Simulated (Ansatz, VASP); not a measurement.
# AlN: VASP beside Ansatz, part 2 of 2

Wanted: the spread between two codes on one cell, functional and k mesh. The cell is taken from a series of runs on this material, whose earlier steps may have relaxed, scaled, displaced or heated it; both programs get it as it stands.

VASP 6.6.1 and Ansatz 0.2.0.

So far: The structure; VASP: dielectric response, r2SCAN.

## 3. Ansatz: dielectric response, r2SCAN

Level of this step: Ansatz beside VASP: Kohn-Sham DFT, plane waves, r2SCAN (Ansatz).

Ansatz runs on its default PAW (the set named soft_2) files.

The same cell, functional and mesh now go to Ansatz, which takes its cutoff from its data sets.

Input file input.yaml:

```yaml
crystal:
  lattice:
    - [0.0, 2.1839935596, 2.1839935596]
    - [2.1839935596, 0.0, 2.1839935596]
    - [2.1839935596, 2.1839935596, 0.0]
  atoms:
    - { symbol: Al, position: [0.0, 0.0, 0.0] }
    - { symbol: "N", position: [0.25, 0.25, 0.25] }
kpoints:
  mp_grid: { grid: [9, 9, 9] }
scf:
  occupations: { method: fixed }
hamiltonian:
  xc: r2scan
  pseudopotentials: { kind: paw }
dielectric: {}
```

On the command line:

```bash
ansatz run input.yaml --threads 4 --pin off --max-ram 8192MiB --backend cpu --events-out ev --progress --plain --runs-dir out
```

Numbers of over 12 decimals in the logs are rounded to 6 here.

Log:

```text
Engine: ansatz 0.2.0, aarch64-unknown-linux-gnu
Pseudopotentials: kind: paw
Pseudopotential: Al, paw, valence charge 3, recommended cutoff 500 eV (meta_gga), Al.paw.azcp
Pseudopotential: N, paw, valence charge 5, recommended cutoff 500 eV (meta_gga), N.paw.azcp
Functional definition: r2SCAN
  parameter k0 = 0.174
  parameter k1 = 0.065
  parameter a1 = 4.9479
  exchange = r2scan_x(k0 = k0, k1 = k1, a1 = a1)
  correlation = r2scan_c
Crystal: 2 atoms, lattice volume = 20.835 Å³
Basis set: ecut = 500 eV, 531 PW (Γ), exchange–correlation on 96×96×96 points (64 copies of the dense FFT grid, shifted against one another)
Bands: 8, of which v1, the nominal top of the filled ones, is band 4 counted from 1 (3 counted from 0)
Symmetry: 24 space group operations
k-points: 125 of 729 (irreducible under 4 space group operations, time reversal used)
Non-local potential: Al, projectors of the file, l = 0: 2, l = 1: 2, l = 2: 1
Non-local potential: N, projectors of the file, l = 0: 2, l = 1: 2, l = 2: 1
PAW form: soft (Blöchl's): semilocal exchange-correlation on the pseudo side does not see the compensation charge
PAW frozen core: Al, regenerated for the run's functional (the file was generated under x = pbe(κ = 0.804, μ = 0.219515), c = pbe(β = 0.066725))
PAW frozen core: N, regenerated for the run's functional (the file was generated under x = pbe(κ = 0.804, μ = 0.219515), c = pbe(β = 0.066725))
PAW one-centre angular grid: Al, 302 points (default); XC on 160 Gauss nodes
PAW one-centre angular grid: N, 302 points (default); XC on 160 Gauss nodes
Initial density: superposition of atomic densities (neutral atoms: chi_scale 0, normalization atom), corrected by the library's trained network
Initial wavefunctions: pseudopotential atomic-orbital guess
Functional: x = r2scan, c = r2scan; τ floored in thin density (d = 2e-4 eV/Å³)
SCF iter   1: F=—  HF=-928.366649 eV  |F-HF|=—  |Δ(HF+E_count)|=         —  Δρ=6.94e-3  dr2=1.08e-2  dr2_τ=1.56e-1  ethr=1.77e-3  ⟨swp⟩=4.9  Hψ=6637  notcnv=0  defer=55
preconditioner: auto → none  [insulator: Δε(μ)=4.161 eV  Ē_g=16.573 eV  n_scr=0 (ndim 8)  ℏωp=23.0 eV  f_vac=0.000  ε∞_Penn≈2.9]
SCF iter   2: F=—  HF=-928.437383 eV  |F-HF|=—  |Δ(HF+E_count)|=   7.07e-2  Δρ=4.59e-3  dr2=1.93e-3  dr2_τ=2.01e-4  ethr=1.35e-4  ⟨swp⟩=2.3  Hψ=2795  notcnv=0  defer=244
SCF iter   3: F=—  HF=-928.437183 eV  |F-HF|=—  |Δ(HF+E_count)|=   2.00e-4  Δρ=1.04e-3  dr2=1.50e-4  dr2_τ=3.59e-5  ethr=2.41e-5  ⟨swp⟩=2.0  Hψ=1252  notcnv=0  defer=248
SCF iter   4: F=—  HF=-928.437160 eV  |F-HF|=—  |Δ(HF+E_count)|=   2.29e-5  Δρ=2.12e-4  dr2=1.01e-5  dr2_τ=5.62e-7  ethr=1.87e-6  ⟨swp⟩=2.9  Hψ=1731  notcnv=0  defer=248
SCF iter   5: F=—  HF=-928.437157 eV  |F-HF|=—  |Δ(HF+E_count)|=   3.25e-6  Δρ=4.88e-5  dr2=5.79e-7  dr2_τ=4.66e-8  ethr=1.27e-7  ⟨swp⟩=2.5  Hψ=1462  notcnv=0  defer=2
SCF iter   6: F=—  HF=-928.437157 eV  |F-HF|=—  |Δ(HF+E_count)|=   1.02e-7  Δρ=1.72e-5  dr2=7.33e-8  dr2_τ=1.23e-9  ethr=7.24e-9  ⟨swp⟩=2.0  Hψ=1469  notcnv=0
SCF iter   7: F=—  HF=-928.437157 eV  |F-HF|=—  |Δ(HF+E_count)|=   4.71e-9  Δρ=4.11e-6  dr2=4.18e-9  dr2_τ=9.30e-11  ethr=9.16e-10  ⟨swp⟩=2.0  Hψ=1447  notcnv=0
SCF iter   8: F=-928.437157 eV  HF=-928.437157 eV  |F-HF|=4.48e-11  |Δ(HF+E_count)|=  5.46e-10  Δρ=6.08e-7  dr2=8.96e-11  dr2_τ=2.29e-12  ethr=1.25e-12  ⟨swp⟩=2.1  Hψ=4808  notcnv=0
SCF 1 converged in 8 iterations: F = -928.437157 eV  dr2 = 8.96e-11
  greatest PAW one-centre occupation: 0.794 electrons in one spin orbital (limit 2), on the N atom at site 1 (counted from 0), in its partial waves of l = 0
NSCF: frozen V_eff on 6 k-points
DFPT response loops at Γ: preconditioner auto → none (the input reference at scf.mixing.eps_inf says where Resta's filter doesn't serve); β = 0.50; Broyden in place of MSR1
── the response to a field inside a basis, on 10×10×10 k-points: an SCF that follows is theirs, and a resumed run solves both again ──
Bands: 5, of which v1, the nominal top of the filled ones, is band 4 counted from 1 (3 counted from 0)
k-points: 110 of 1000 (irreducible under 6 space group operations, time reversal used)
Initial density: handed on by an earlier stage of this run
Initial wavefunctions: pseudopotential atomic-orbital guess (no wavefunctions were taken with the density)
Eigensolver: Dense (110 Hₖ)
SCF iter   1: F=—  HF=-928.436520 eV  |F-HF|=—  |Δ(HF+E_count)|=         —  Δρ=9.25e-5  dr2=3.12e-7  dr2_τ=4.20e-7  ethr=1.00e-1
preconditioner: auto → none  [insulator: Δε(μ)=4.110 eV  Ē_g=12.341 eV  n_scr=0 (ndim 8)  ℏωp=23.0 eV  f_vac=0.000  ε∞_Penn≈4.5]
SCF iter   2: F=-928.436521 eV  HF=-928.436521 eV  |F-HF|=2.79e-7  |Δ(HF+E_count)|=   6.98e-7  Δρ=4.79e-5  dr2=8.32e-8  dr2_τ=4.32e-8  ethr=3.90e-9
SCF 1 converged in 2 iterations: F = -928.436521 eV  dr2 = 8.32e-8
DFPT response loops at Γ: mixed as the last ones told, above
SCF converged after 8 iterations
Free energy (F): -928.437157 eV
Harris-Foulkes:  -928.437157 eV  (|F-HF|=4.48e-11)
Internal energy: -928.437157 eV  (E = F + TS)
E sigma→0 (E₀):  -928.437157 eV
Fermi energy:    6.703683 eV
--- Per-component energies (eV) ---
  E_band       = 11.489426
  E_kinetic    = 160.514932
  E_local      = -223.448948  (includes V_loc(G=0)·N_el)
  E_nonlocal   = 54.323806
  E_hartree    = 78.184846
  E_xc         = -98.842878
  E_vxc        = -119.132344  (∫ρ·V_xc dr)
  E_paw        = -602.475703  (= ΣΔE_a)
  E_vpaw       = -23.530500  (= ΣTr[D̂ρ^β])
  E_aug_tail   = 0.000016  (compensation charges beyond the density's cutoff)
  E_vtau       = 6.392921  (kinetic-family band-sum trace: ∫τ·v_τ [+ j·A + Jᵃ·Aᵃ] dr)
  E_ewald      = -296.603555
  E_core_change = -0.089673  (= ΣΔE_core)
  E_smearing   = -0.000000  (= −TS)
  E_closure    = -0.000000  (closes the sum)
  Σ components = -928.437157   (vs F -928.437157, Δ=0.00e0)
--- Band table (eV; the first three rows and the last of 125) ---
  k-point 0: bands = ["-9.0403", "6.7037", "6.7037", "6.7037", "11.5569", "20.2376", "20.2376", "20.2376"]
  k-point 1: bands = ["-8.8602", "5.7409", "6.6399", "6.6399", "12.3455", "19.7775", "20.3964", "20.3964"]
  k-point 2: bands = ["-8.3579", "3.8920", "6.4870", "6.4870", "13.6281", "18.8766", "20.1292", "20.1292"]
  k-point 124: bands = ["-6.8328", "2.2274", "3.8591", "5.6064", "14.3960", "17.4376", "19.2286", "20.7560"]
--- Dielectric response (ions clamped): 3 representative field directions + reference, inside a basis on a mesh of 1000 k-points (Σ response iterations 15) ---
  ε∞ (high-frequency dielectric tensor):
        4.253784     0.000000     0.000000
        0.000000     4.253784     0.000000
        0.000000     0.000000     4.253784
  Born effective charges Z* (e; rows j = field, columns β = displacement):
    site 0:
         2.54445   -0.00000   -0.00000
         0.00000    2.54445    0.00000
        -0.00000    0.00000    2.54445
    site 1:
        -2.54445    0.00000    0.00000
        -0.00000   -2.54445   -0.00000
         0.00000   -0.00000   -2.54445
  Z* charge neutrality: 3.240e-5 e pre-enforcement
  solved inside a basis spanned on kpoints, on 10×10×10 k-points, its susceptibility summed on 14×14×14: ε∞ is read to err by 1.1e-2, Z* by 8.2e-3 e (field_mesh: kpoints solves on kpoints); Z* is corrected for what the basis lacks
```

The column dr2 measures how far the density is from self-consistency, as an energy; F and HF (Harris–Foulkes) agree once it is small.

## 4. Side by side

Known differences besides the potentials themselves: VASP keeps PBE cores, Ansatz makes them for the functional; fixed occupations in Ansatz, narrow Gaussian smearing in VASP; VASP's response is taken on the typed mesh, Ansatz refines its own for the field response alone; the cutoff is 500 eV in Ansatz and 580 eV in VASP; VASP takes ε∞ from a finite field, Ansatz from linear response. Total energies have different zeros and are not compared.

Both answers:

```tsv
quantity	Ansatz	VASP	difference
ε∞ xx	4.25	4.24	+0.23 %
ε∞ yy	4.25	4.24	+0.23 %
ε∞ zz	4.25	4.24	+0.23 %
```

## 5. Results

| Property | Result |
| --- | --- |
| difference in ε∞ xx (dielectric response, r2SCAN) | 0.23 % |

What this shows: The difference in ε∞ xx is 0.23 % (dielectric response, r2SCAN), within the 5 % picked in this series as the mark of a large difference. How closely two codes agree says nothing of how well the functional describes the real material.

[Lines on the potential files, build, host, timing and source positions are cut from VASP's logs without a mark.]

[Logs are printed without paths, hosts, clocks, repeated set-up lines and the standing remarks that a program may print on its own settings, such as how far it seeks lower states.]

[Hosts, paths, dates, database ids (printed as entryN), source tags and the programs' standing remarks are cut or masked in the printed files.]
